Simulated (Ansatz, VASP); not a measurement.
## One calculation of NaCl, two programs

INCAR

```
SYSTEM = NaCl
PREC = Accurate
ENCUT = 520
EDIFF = 1E-6
ISMEAR = -1
SIGMA = 0.02
LREAL = .FALSE.
LASPH = .TRUE.
NELM = 60
ALGO = Fast
ISIF = 2
LWAVE = .FALSE.
LCHARG = .FALSE.
GGA = PE
NBANDS = 14
```

The input KPOINTS:

```
regular mesh
0
G
  8 8 8
  0 0 0
```

File POSCAR:

```
NaCl
1.0
   -0.0749121057      2.7911276948      2.7911276948
    2.7911276948     -0.0749121057      2.7911276948
    2.7911276948      2.7911276948     -0.0749121057
Na Cl
1 1
Direct
    0.0000000000      0.0000000000      0.0000000000
    0.5000000000      0.5000000000      0.5000000000
```

Input for Ansatz:

```yaml
crystal:
  lattice:
    - [-0.0749121057, 2.7911276948, 2.7911276948]
    - [2.7911276948, -0.0749121057, 2.7911276948]
    - [2.7911276948, 2.7911276948, -0.0749121057]
  atoms:
    - { symbol: Na, position: [0.0, 0.0, 0.0] }
    - { symbol: Cl, position: [0.5, 0.5, 0.5] }
kpoints:
  mp_grid: { grid: [8, 8, 8] }
  band_path:
    path:
      - [0.0, 0.0, 0.0]
      - [0.5, 0.0, 0.5]
      - [0.625, 0.25, 0.625]
      - [0.375, 0.375, 0.75]
      - [0.5, 0.5, 0.5]
      - [0.5, 0.25, 0.75]
    npoints: 1
hamiltonian:
  xc: pbe
scf:
  occupations: { method: fermi_dirac, width: 0.02 }
  n_extra_bands: 4
output:
  forces: true
  stress: true
  eigenvalues: true
  write_density: true
  write_potential: true
  elf: true
  volumetric_format: npy
```

Change from the starting cell: epitaxial_111 strain +2.3%.

Alike in both runs: task single point; functional PBE; k mesh 8 × 8 × 8; occupations fermi-dirac, width 0.02 eV; no spin polarisation.

|  | VASP | Ansatz |
| --- | --- | --- |
| version | VASP 6.6.1 | Ansatz 0.2.0 |
| potentials or method | VASP PAW PBE potentials, release 64 (Na_pv, Cl) | plane waves, PAW |
| plane-wave cutoff (eV) | 520 | 420 |
| valence electrons in the cell | 14 | 16 |

|  | VASP | Ansatz | Ansatz less VASP |
| --- | --- | --- | --- |
| gap on the k mesh at the Fermi level (eV) | 4.97 | 4.97 | 0.000 |
| pressure (GPa) | 0.5 | 0.5 | +0.03 |
| largest component of the traceless stress (GPa) | 0.31 | 0.31 | +0.001 |

With one functional, cell and mesh, what is left measures potentials, basis and numerics. The two sets of potentials don't hold the same shells in valence.

A k mesh can miss the band edges.
